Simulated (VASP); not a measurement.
**VASP 6.6.1 run: SrCl2**

INCAR

```
ISPIN = 2
NSW = 0
LASPH = .TRUE.
NELM = 120
ISIF = 2
METAGGA = MBJ
SIGMA = 0.02
LREAL = .FALSE.
IBRION = -1
EDIFF = 1E-7
LCHARG = .FALSE.
PREC = Accurate
NBANDS = 19
LWAVE = .FALSE.
MAGMOM = -0.5 0.5 0.5
ENCUT = 520
ISMEAR = -1
```

KPOINTS

```
KPOINTS created by Atomic Simulation Environment
0
Gamma
6 6 6
0 0 0
```

POSCAR

```
Sr Cl
 1.0000000000000000
     0.0000000000000000    3.4977180852999998    3.4977180852999998
     3.4802294948000001    0.0000000000000000    3.4977180852999998
     3.4802294948000001    3.4977180852999998    0.0000000000000000
 Sr  Cl
   1   2
Cartesian
  0.0000000000000000  0.0000000000000000  0.0000000000000000
  1.7401147473999998  1.7488590426499997  1.7488590426499997
  5.2203442422000004  5.2465771279499984  5.2465771279499984
```

The recommended PBE PAW datasets give the neutral cell 24 valence electrons.

Command

```
mpirun -np 1 vasp_std
```

OSZICAR

```
N       E                     dE             d eps       ncg     rms          rms(c)
DAV:   1     0.384085904005E+03    0.38409E+03   -0.11178E+04  2280   0.110E+03
DAV:   2     0.237407087236E+03   -0.14668E+03   -0.14255E+03  3019   0.228E+02
DAV:   3     0.227614264071E+03   -0.97928E+01   -0.97450E+01  3275   0.565E+01
DAV:   4     0.227373624359E+03   -0.24064E+00   -0.23949E+00  3437   0.795E+00
DAV:   5     0.227369715968E+03   -0.39084E-02   -0.39071E-02  3177   0.932E-01    0.177E+01
DAV:   6     0.225856150796E+03   -0.15136E+01   -0.20794E+01  3534   0.324E+01    0.244E+01
DAV:   7     0.225659946111E+03   -0.19620E+00   -0.33231E+00  2538   0.106E+01    0.168E+01
DAV:   8     0.227043938843E+03    0.13840E+01   -0.83696E-01  2509   0.521E+00    0.188E+01
DAV:   9     0.228794220106E+03    0.17503E+01   -0.14990E+00  2496   0.934E+00    0.262E+01
DAV:  10     0.227310909762E+03   -0.14833E+01   -0.11789E+00  2328   0.636E+00    0.278E+01
...
DAV: 112     0.249002383410E+03   -0.55587E+01   -0.14638E+02  2384   0.130E+02    0.907E+01
DAV: 113     0.252561636208E+03    0.35593E+01   -0.51326E+01  3405   0.783E+01    0.518E+01
DAV: 114     0.255785050404E+03    0.32234E+01   -0.35625E+01  2326   0.675E+01    0.103E+02
DAV: 115     0.223755103886E+03   -0.32030E+02   -0.32600E+02  2431   0.243E+02    0.131E+02
DAV: 116     0.247108246138E+03    0.23353E+02   -0.26610E+02  2764   0.153E+02    0.103E+02
DAV: 117     0.237416669543E+03   -0.96916E+01   -0.12924E+02  2680   0.121E+02    0.598E+01
DAV: 118     0.242900542580E+03    0.54839E+01   -0.18011E+02  2440   0.153E+02    0.850E+01
DAV: 119     0.247544533592E+03    0.46440E+01   -0.12535E+02  2574   0.960E+01    0.920E+01
DAV: 120     0.247519562589E+03   -0.24971E-01   -0.11613E+02  2734   0.137E+02
   1 F= 0.24751956E+03 E0= 0.24751956E+03  d E =-.411182E-13  mag=     0.0285
```

Standard output (part)

```
POSCAR found type information on POSCAR SrCl
 POSCAR found :  2 types and       3 ions
 LDA part: xc-table for (None), standard interpolation
 POSCAR, INCAR and KPOINTS ok, starting setup
 WAVECAR not read
 entering main loop
|     The electronic self-consistency was not achieved in the given           |
|     number of steps (NELM). The forces and other quantities evaluated       |
|     might not be reliable so examine the results carefully. If you find     |
|     spurious results, we suggest increasing NELM, if you were close to      |
|     convergence or switching to a different ALGO or adjusting the           |
|     density mixing parameters otherwise.                                    |
```

It didn't converge.

The run took about 14 min on one core of a shared host (Intel Xeon Platinum 8488C) and held 0.35 GiB at most.
